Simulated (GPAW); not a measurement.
PbS, 4 atoms in the cell. It takes space group Cmcm (No. 63, orthorhombic). The conventional cell has a = 4.160 Å, b = 11.983 Å, c = 4.279 Å, α = 90.00°, β = 90.00°, γ = 90.00°. Around Pb (site symmetry m2m) lie 5 S at 2.69 to 2.99 Å. Around S (site symmetry m2m) lie 5 Pb at 2.69 to 2.99 Å. Measurements of this composition are mostly on another form, of space group No. 225.

| Property | Result |
| --- | --- |
| Program | GPAW 26.7.0 |
| Task | band structure |
| Functional | PBE |
| Potentials or basis | GPAW PAW data sets (gpaw-data 1.2.1) |
| Basis | fd |
| Grid spacing | 0.2 Å |
| k mesh | 4 × 4 × 4 |
| Occupations | fermi-dirac, width 0.05 eV |
| Spin | no spin polarisation |
| Maxiter | 150 |
| Band path | GXSRAZGYX1A1TY,ZT |
| Band points | 60 |

Potentials or basis: GPAW PAW data sets (gpaw-data 1.2.1), fd.

Launch:

```sh
$ OMP_NUM_THREADS=1 python run.py
```

Hardware: 1 thread of AMD EPYC 9R14 (Zen 4), with other jobs on the host.

**Question.** Estimate the wall time of this run.

**Answer.** It took 4.9 min on 1 thread of AMD EPYC 9R14 (Zen 4), with other jobs on the host, peak memory 0.83 GiB. Counts: scf iterations 33, bands 33, k points 24.
